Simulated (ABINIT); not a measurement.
## Sb: single point with PBE

Sb:

```xyz
2
Lattice="2.1542 1.2437 3.7580 -2.1542 1.2437 3.7580 0.0000 -2.4875 3.7580" Properties=species:S:1:pos:R:3 pbc="T T T"
Sb    0.0000    0.0000    8.6416
Sb    0.0000    0.0000    2.6324
```

* Program: ABINIT 10.8.3 (patched build)
* Task: single point
* Functional: PBE
* Potentials or basis: PseudoDojo NC SR PBE v0.4.1 standard
* Cutoff: 1088 eV
* k mesh: 6 × 6 × 6
* Occupations: fermi-dirac, width 0.05 eV
* Spin: no spin polarisation

The pressure is 2.7 GPa. The largest force is 0.094 eV/Å, the band gap on the k mesh is none (metal or under the smearing width) and the valence electrons inside the program's atomic spheres are Sb 11.21 (radii [1.0584] Å).

Forces in eV/Å, atoms in the order of the input:
```
Sb   0.000  0.000 -0.094
Sb   0.000  0.000  0.094
```

Stress tensor (GPa, compression positive):
```
2.86 0.00 0.00
0.00 2.86 0.00
0.00 0.00 2.49
```

Levels at points of the mesh, in eV from the Fermi level:
```
           k point  band 11  band 12  band 13  band 14  band 15  band 16  band 17  band 18  band 19
(0.00, 0.00, 0.00)   -12.77    -4.87    -2.11    -1.84    -1.84     2.06     2.67     2.67     5.11
(0.50, 0.00, 0.00)   -10.41    -9.68    -1.98    -1.87    -0.34    -0.24     0.14     0.44     7.63
(0.50, 0.50, 0.00)   -10.40    -8.04    -5.48    -3.80    -3.70     1.50     4.90     5.48     6.88
(0.50, 0.50, 0.50)   -11.23    -9.04    -1.35    -1.35    -0.50     0.08     0.08     1.07     7.04
```

It took 33 s on 4 MPI ranks on Arm Neoverse V1, with other jobs on the host, peak memory 0.4 GiB a rank.

Spin-orbit coupling is left out, which matters for the levels of Sb.
